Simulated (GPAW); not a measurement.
The system is Ru.

```
Ru
1.0
     2.70580    0.00000    0.00000
    -1.35290    2.34329    0.00000
     0.00000    0.00000    4.28190
Ru
2
Direct
  0.66667 0.33333 0.75000
  0.33333 0.66667 0.25000
```

Base run:

| Item | Value |
| --- | --- |
| Program | GPAW 26.7.0 |
| Functional | PBEsol |
| Potentials or basis | PAW data sets generated in the run's folder for this functional |
| Cutoff | 600 eV |
| Basis | pw |
| k mesh | 11 × 11 × 6 |
| Occupations | fermi-dirac, width 0.05 eV |
| Spin | no spin polarisation |

Its results: pressure -7.0 GPa.

The run is repeated on the same cell with these changes: functional from PBEsol to PBE; k mesh from 11 × 11 × 6 to 8 × 8 × 5. What comes out?

Pressure 3.2 GPa.

Several settings changed at once, so the effect can't be laid on one alone.
